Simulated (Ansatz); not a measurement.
The calculation used DFT PBE, scalar-relativistic, plane waves, PAW in Ansatz 0.2.0. Settings: cutoff 420 eV, Γ-centred meshes spaced at most about 0.3 Å⁻¹, and about 0.25 Å⁻¹ or finer for metals (2π included), Gaussian smearing. No spin polarisation in the final relaxations.

Temperature and zero-point effects are left out.

Compare these two cells of Ag, each relaxed at this level.

A. Space group Fm-3m (No. 225), cubic, a = 4.148 Å. Ag is surrounded by 12 Ag at 2.93 Å.

B. Space group P6/mmm (No. 191), hexagonal, a = 2.843 Å, c = 2.776 Å. Ag is surrounded by 8 Ag at 2.78–2.84 Å.

**Question.** Which is lower in energy, and by how much?

**Answer.** A is lower, by 190 meV/atom. A has the fcc type, space group Fm-3m (No. 225), 17.8 Å³/atom and no gap on its mesh; B has the simple hexagonal type, space group P6/mmm (No. 191), 19.4 Å³/atom and no gap. Counting all near atoms (those within 1.25 times the shortest distance at each site), A has Ag 12 and B has Ag 8. The denser one is the lower, and pressure would at first widen the difference. Both come from invented guesses. The part of the Crystallography Open Database at hand lists Ag in space groups No. 194, 225; sharing a group (Fm-3m) doesn't make a cell the listed structure.

Cells relaxed within their symmetry can be saddle points. The Fm-3m cell of Ag came from shaking the P6/mmm one.

The fcc cell lies 190 meV/atom below the simple hexagonal one, in line with silver's known preference for close packing. With the 4d shell full and one s electron per atom spread through the metal, bonding is largely non-directional, so energy is gained mainly by surrounding each atom with many neighbours at a moderate density. The simple hexagonal cell has 8 near neighbours instead of 12 and draws them in to 2.78–2.84 Å, against 2.93 Å in fcc. This is the usual strengthening of individual bonds as coordination falls, but here it doesn't make up for the lost contacts, and the structure stays more open. The fcc lattice parameter is somewhat larger than the measured one, as expected from PBE's tendency to underbind the heavier late transition metals. That shaking the hexagonal cell led to fcc suggests that any barrier between them is modest. The gap between an open and a close-packed structure says nothing about the much subtler competition between fcc and hexagonal close-packed stackings.
